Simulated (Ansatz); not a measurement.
Input for Ansatz (plane-wave DFT, PAW):

```yaml
crystal:
  lattice:
    - [3.09561357, 0.0024160886, -0.0047368054]
    - [0.0024160886, 3.1186299934, 0.0004768596]
    - [-0.0047368054, 0.0004768596, 3.0939604567]
  atoms:
    - { symbol: Ti, position: [0.0102420083, 0.012865422, 0.0268160691] }
    - { symbol: Al, position: [0.4897579917, 0.487134578, 0.4731839309] }
basis:
  ecutwfc: 420
kpoints:
  mp_grid: { grid: [12, 12, 12] }
hamiltonian:
  xc: pbe
scf:
  occupations: { method: gaussian, width: 0.1 }
output:
  forces: true
  stress: true
  eigenvalues: true
  populations: true
  write_density: true
  write_potential: true
  elf: true
  volumetric_format: npy
```

Command:
```bash
ansatz run input.yaml --threads 1 --pin off --max-ram 1331MiB --backend cpu --events-out ev --progress --plain --runs-dir out
```

These are results of DFT PBE, scalar-relativistic, plane waves, PAW (Ansatz 0.2.0), not measurements.

Abridged output:

```
Pseudopotentials: kind: paw
Pseudopotential: Ti, paw, valence charge 12, recommended cutoff 420 eV (normal)
Pseudopotential: Al, paw, valence charge 3, recommended cutoff 420 eV (normal)
Functional definition: PBE
Crystal: 2 atoms, lattice volume = 29.869 Å³
Basis set: ecut = 420 eV, 595 PW (Γ), exchange–correlation on 48×48×48 points (8 copies of the dense FFT grid, shifted against one another)
Bands: 12, of which v1, the nominal top of the filled ones, is band 8 counted from 1 (7 counted from 0)
Symmetry: 1 space group operations
Space group: P1 (ITA 1), of the structure as read, at distance tolerance 3.1e-5 Å
k-points: 868 of 1728 (time reversal used)
Initial density: superposition of atomic densities (neutral atoms: chi_scale 0, normalization atom), corrected by the library's trained network
Initial wavefunctions: pseudopotential atomic-orbital guess
Functional: x = pbe(κ = 0.804, μ = 0.21951497), c = pbe(β = 0.06672455)
SCF iter   1: F=—  HF=-3037.480520 eV  |F-HF|=—  |Δ(HF+E_count)|=         —  Δρ=7.85e-3  dr2=2.46e-2  ethr=1.77e-3  ⟨swp⟩=5.0  Hψ=52807  notcnv=0
SCF iter   2: F=—  HF=-3037.477370 eV  |F-HF|=—  |Δ(HF+E_count)|=   3.15e-3  Δρ=5.04e-3  dr2=1.15e-2  ethr=1.64e-4  ⟨swp⟩=1.0  Hψ=17360  notcnv=0
SCF iter   3: F=—  HF=-3037.474601 eV  |F-HF|=—  |Δ(HF+E_count)|=   2.77e-3  Δρ=4.88e-4  dr2=4.07e-5  ethr=7.69e-5  ⟨swp⟩=2.2  Hψ=12951  notcnv=0
SCF iter   4: F=—  HF=-3037.474621 eV  |F-HF|=—  |Δ(HF+E_count)|=   2.05e-5  Δρ=1.88e-4  dr2=9.16e-6  ethr=2.71e-7  ⟨swp⟩=2.0  Hψ=16031  notcnv=0  defer=20
SCF iter   5: F=—  HF=-3037.474618 eV  |F-HF|=—  |Δ(HF+E_count)|=   3.27e-6  Δρ=2.76e-5  dr2=2.07e-7  ethr=6.10e-8  ⟨swp⟩=2.3  Hψ=15416  notcnv=0  defer=23
SCF iter   6: F=-3037.474618 eV  HF=-3037.474618 eV  |F-HF|=2.03e-9  |Δ(HF+E_count)|=   5.15e-8  Δρ=5.06e-6  dr2=2.52e-9  ethr=6.67e-10  ⟨swp⟩=8.2  Hψ=61734  notcnv=0
SCF 1 converged in 6 iterations: F = -3037.474618 eV  dr2 = 2.52e-9
SCF converged after 6 iterations
Free energy (F): -3037.474618 eV
Harris-Foulkes:  -3037.474618 eV  (|F-HF|=2.03e-9)
Internal energy: -3037.462673 eV  (E = F + TS)
E sigma→0 (E₀):  -3037.468645 eV
Entropy (-TS):   -0.011945 eV (-5.973 meV/atom)
Fermi energy:    12.438117 eV
--- Per-component energies (eV) ---
  E_band       = -147.159810
  E_kinetic    = 300.106430
  E_local      = -986.864994  (includes V_loc(G=0)·N_el)
  E_nonlocal   = 19.842110
  E_hartree    = 424.582061
  E_xc         = -139.038822
  E_vxc        = -153.324151  (∫ρ·V_xc dr)
  E_paw        = -1516.151894  (= ΣΔE_a)
  E_vpaw       = -176.083819  (= ΣTr[D̂ρ^β])
  E_aug_tail   = 0.000121  (compensation charges beyond the density's cutoff)
  E_ewald      = -1139.937684
  E_smearing   = -0.011945  (= −TS)
--- Forces (eV/Å), atoms counted from 1 ---
  atom   1  Ti    -0.54401935    -0.67582264    -1.32916653
  atom   2  Al     0.54401511     0.67581739     1.32915792
--- Stress (GPa, compression-positive) ---
       12.706822       0.411088       1.348772
        0.411088      13.000971       1.339584
        1.348772       1.339584      11.085570
  P = ⅓ Tr σ = 12.2645 GPa (122.645 kbar)
--- Band table (eV; the first three rows and the last of 868) ---
  k-point 0: bands = ["-44.2600", "-20.4808", "-20.4697", "-20.4586", "2.8715", "10.7778", "10.8037", "14.3377", "14.4150", "14.4512", "17.1441", "17.3464"]
  k-point 1: bands = ["-44.2586", "-20.4844", "-20.4736", "-20.4639", "2.9899", "10.7525", "10.8362", "14.1737", "14.2306", "14.4066", "16.8845", "17.4565"]
  k-point 2: bands = ["-44.2547", "-20.5223", "-20.4730", "-20.4618", "3.3399", "10.5274", "10.9909", "13.7325", "13.8000", "14.4391", "16.0575", "18.1450"]
  k-point 867: bands = ["-44.1997", "-20.6417", "-20.6329", "-20.6263", "9.1035", "9.1392", "9.1503", "13.4985", "15.4977", "15.5227", "15.5346", "15.5606"]
--- Löwdin populations: 2 sites ---
  site symbol q [e]
     0     Ti     11.5682
     1     Al      3.3358
  spilling = 0.006402 (of n_electrons = 15.000000)
```

The run converged.